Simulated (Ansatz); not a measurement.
Crystal: SnSe.

```xyz
8
Lattice="11.4200 0.0000 0.0000 0.0000 4.1900 0.0000 0.0000 0.0000 4.4600" Properties=species:S:1:pos:R:3 pbc="T T T"
Sn   10.0153    3.1425    4.0541
Sn    7.1147    1.0475    1.8241
Sn    4.3053    3.1425    2.6359
Sn    1.4047    1.0475    0.4059
Se    7.3431    3.1425    4.3886
Se    9.7869    1.0475    2.1586
Se    1.6331    3.1425    2.3014
Se    4.0769    1.0475    0.0714
```

Base run:

- Program: Ansatz 0.2.0
- Functional: PBEsol
- Potentials or basis: all-electron LAPW, scalar-relativistic
- Cutoff: 236 eV (chosen from the basis error)
- Basis error allowed: 0.002 eV/atom
- k mesh: 3 × 6 × 6
- Occupations: fermi-dirac, width 0.05 eV
- Spin: no spin polarisation

Its results: band gap on the k mesh 0.49 eV, indirect (least direct gap 0.67 eV); pressure -0.6 GPa; largest force 0.234 eV/Å.

Q: The run is repeated on the same cell with these changes: functional from PBEsol to PBE. What comes out?

A: Band gap on the k mesh 0.54 eV, indirect (least direct gap 0.72 eV); pressure 2.4 GPa; largest force 0.309 eV/Å.

PBE binds less tightly than PBEsol, so the same cell stands under more pressure.

Caveats: spin-orbit coupling is left out, which moves the levels of the heavy elements.
